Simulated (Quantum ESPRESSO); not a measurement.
# NiO (F-43m) in Quantum ESPRESSO: reference runs, part 2 of 2

Quantum ESPRESSO 7.5.

## (6) Single point, PBE, collinear spin, ferromagnetic start, 11.02 Å³/atom

The moment here breaks from that of the other volumes: this run ended in another magnetic state.

File pw.in:

```
&CONTROL
  calculation = 'scf'
  prefix = 'pwscf'
  outdir = './tmp'
  pseudo_dir = './pseudo'
  tprnfor = .true.
  tstress = .true.
  disk_io = 'nowf'
/
&SYSTEM
  ibrav = 0
  nat = 2
  ntyp = 2
  ecutwfc = 55
  ecutrho = 440
  nbnd = 22
  occupations = 'smearing'
  smearing = 'fd'
  degauss = 0.00367493
  nspin = 2
  starting_magnetization(1) = 0.0556
  starting_magnetization(2) = 0
/
&ELECTRONS
  conv_thr = 4d-10
  electron_maxstep = 120
  mixing_beta = 0.3
/
ATOMIC_SPECIES
Ni    58.6934 ni_pbe_v1.4.uspp.F.UPF
O     15.9990 O.pbe-n-kjpaw_psl.0.1.UPF
CELL_PARAMETERS angstrom
   0.0000000000    2.2255917617    2.2255917617
   2.2255917617    0.0000000000    2.2255917617
   2.2255917617    2.2255917617    0.0000000000
ATOMIC_POSITIONS crystal
Ni     0.0000000000    0.0000000000    0.0000000000
O      0.7500000000    0.7500000000    0.7500000000
K_POINTS automatic
10 10 10 0 0 0
```

Potentials or basis: SSSP 1.3 efficiency PBE.

Run with:

```
OMP_NUM_THREADS=1 pw.x -in pw.in > pw.out
```

Run time: 1.9 min. Hardware: 1 thread of Arm Neoverse V2, shared host; peak memory 0.16 GiB.

It converged, with:

```
Free energy                                           : -5236.6379 eV
Pressure                                              : 3.0 GPa
Band gap on the k mesh                                : none (metal or under the smearing width)
Net moment                                            : 1.91 μB per cell
Absolute moment                                       : 1.93 μB per cell
Site moments                                          : Ni +1.45; O +0.36 μB
Valence electrons inside the program's atomic spheres : Ni 15.29; O 5.31
```

Caveat: a cell with one magnetic atom can't hold antiferromagnetic order, which such compounds often take; semilocal functionals often make such compounds metallic where correlation or magnetic order opens a gap, which also shifts bond lengths.

## (7) Single point, PBE, collinear spin, ferromagnetic start, 11.25 Å³/atom

Edit pw.in of step 6 so:

```diff
@@ -32,5 +32,5 @@
 CELL_PARAMETERS angstrom
-   0.0000000000    2.2255917617    2.2255917617
-   2.2255917617    0.0000000000    2.2255917617
-   2.2255917617    2.2255917617    0.0000000000
+   0.0000000000    2.2406300000    2.2406300000
+   2.2406300000    0.0000000000    2.2406300000
+   2.2406300000    2.2406300000    0.0000000000
 ATOMIC_POSITIONS crystal
```

Run with:

```
OMP_NUM_THREADS=1 pw.x -in pw.in > pw.out
```

Wall time 1.9 min (1 thread of Arm Neoverse V2, shared host); peak memory 0.15 GiB.

It converged, with:

| Quantity | Value |
| --- | --- |
| Free energy | -5236.4711 eV |
| Pressure | -5.2 GPa |
| Band gap on the k mesh | none (metal or under the smearing width) |
| Net moment | 0.00 μB per cell |
| Absolute moment | 0.00 μB per cell |
| Valence electrons inside the program's atomic spheres | Ni 15.35; O 5.30 |

Caveat: semilocal functionals often make such compounds metallic where correlation or magnetic order opens a gap, which also shifts bond lengths.

## (8) Single point, PBE, collinear spin, ferromagnetic start, 11.47 Å³/atom

Edit pw.in of step 7 so:

```diff
@@ -32,5 +32,5 @@
 CELL_PARAMETERS angstrom
-   0.0000000000    2.2406300000    2.2406300000
-   2.2406300000    0.0000000000    2.2406300000
-   2.2406300000    2.2406300000    0.0000000000
+   0.0000000000    2.2554690417    2.2554690417
+   2.2554690417    0.0000000000    2.2554690417
+   2.2554690417    2.2554690417    0.0000000000
 ATOMIC_POSITIONS crystal
```

Run with:

```
OMP_NUM_THREADS=1 pw.x -in pw.in > pw.out
```

Wall time 1.7 min (1 thread of Arm Neoverse V2, shared host); peak memory 0.16 GiB.

Results (log left out):

```
Free energy                                           : -5236.4535 eV
Pressure                                              : -7.9 GPa
Band gap on the k mesh                                : none (metal or under the smearing width)
Net moment                                            : 0.00 μB per cell
Absolute moment                                       : 0.00 μB per cell
Valence electrons inside the program's atomic spheres : Ni 15.38; O 5.31
```

Caveat: semilocal functionals often make such compounds metallic where correlation or magnetic order opens a gap, which also shifts bond lengths.

## (9) Single point, PBE, collinear spin, ferromagnetic start, 11.70 Å³/atom

Edit pw.in of step 8 so:

```diff
@@ -32,5 +32,5 @@
 CELL_PARAMETERS angstrom
-   0.0000000000    2.2554690417    2.2554690417
-   2.2554690417    0.0000000000    2.2554690417
-   2.2554690417    2.2554690417    0.0000000000
+   0.0000000000    2.2701153550    2.2701153550
+   2.2701153550    0.0000000000    2.2701153550
+   2.2701153550    2.2701153550    0.0000000000
 ATOMIC_POSITIONS crystal
```

Potentials or basis: SSSP 1.3 efficiency PBE.

Run with:

```
OMP_NUM_THREADS=1 pw.x -in pw.in > pw.out
```

Wall time 1.8 min (1 thread of Arm Neoverse V2, shared host); peak memory 0.16 GiB.

Results (log left out):

| Property | Result |
| --- | --- |
| Free energy | -5236.4288 eV |
| Pressure | -10.2 GPa |
| Band gap on the k mesh | none (metal or under the smearing width) |
| Net moment | 0.00 μB per cell |
| Absolute moment | 0.00 μB per cell |
| Valence electrons inside the program's atomic spheres | Ni 15.41; O 5.33 |

Caveat: semilocal functionals often make such compounds metallic where correlation or magnetic order opens a gap, which also shifts bond lengths.

## (10) Single point, PBE, collinear spin, ferromagnetic start, 11.92 Å³/atom

Edit pw.in of step 9 so:

```diff
@@ -32,5 +32,5 @@
 CELL_PARAMETERS angstrom
-   0.0000000000    2.2701153550    2.2701153550
-   2.2701153550    0.0000000000    2.2701153550
-   2.2701153550    2.2701153550    0.0000000000
+   0.0000000000    2.2845750783    2.2845750783
+   2.2845750783    0.0000000000    2.2845750783
+   2.2845750783    2.2845750783    0.0000000000
 ATOMIC_POSITIONS crystal
```

Run with:

```
OMP_NUM_THREADS=1 pw.x -in pw.in > pw.out
```

It took 73 s on 1 thread of Arm Neoverse V2, shared host; peak memory 0.18 GiB.

It converged, with:

```yaml
Free_energy: -5236.3980 eV
Pressure: -12.3 GPa
Band_gap_on_the_k_mesh: none (metal or under the smearing width)
Net_moment: 0.00 μB per cell
Absolute_moment: 0.00 μB per cell
Valence_electrons_inside_the_program's_atomic_spheres: Ni 15.43; O 5.35
```

Caveat: semilocal functionals often make such compounds metallic where correlation or magnetic order opens a gap, which also shifts bond lengths.

## (11) Equation of state, PBE, collinear spin, ferromagnetic start

Potentials or basis: SSSP 1.3 efficiency PBE.

No new run: the results of the series are fitted here.

Results:

```
Equilibrium volume : 10.93 Å³/atom (rough: see the caveat)
Bulk modulus       : 984 GPa (rough)
```

Energy against volume, from the lowest point:
```csv
volume (Å³/atom),energy (meV/atom)
10.574,82.46
10.799,77.96
11.024,0.00
11.249,83.37
11.474,92.20
11.699,104.52
11.924,119.93
```

Caveat: the fit is doubtful: noisy points or a state that changes with volume.

## (12) Summary

| task | cell | gap on the mesh (eV) | pressure (GPa) | moment (μB) |
| --- | --- | --- | --- | --- |
| single point | as given | none | -5.2 | 0.00 |
| single point | atoms moved at random, drawn with an rms of 0.05 Å | none | 0.2 | 1.93 |
| equation of state | as given | - | - | - |

Alike in all rows: level PBE; potentials or basis SSSP 1.3 efficiency PBE; spin collinear, ferromagnetic start; k mesh 10 × 10 × 10; cutoff (eV) 748; smearing fermi-dirac 0.05 eV.

Caveats: semilocal functionals often make such compounds metallic where correlation or magnetic order opens a gap, which also shifts bond lengths (some runs); a cell with one magnetic atom can't hold antiferromagnetic order, which such compounds often take (some runs); the fit is doubtful: noisy points or a state that changes with volume (some runs).

Absolute energies hang on the potentials; compare differences alone.
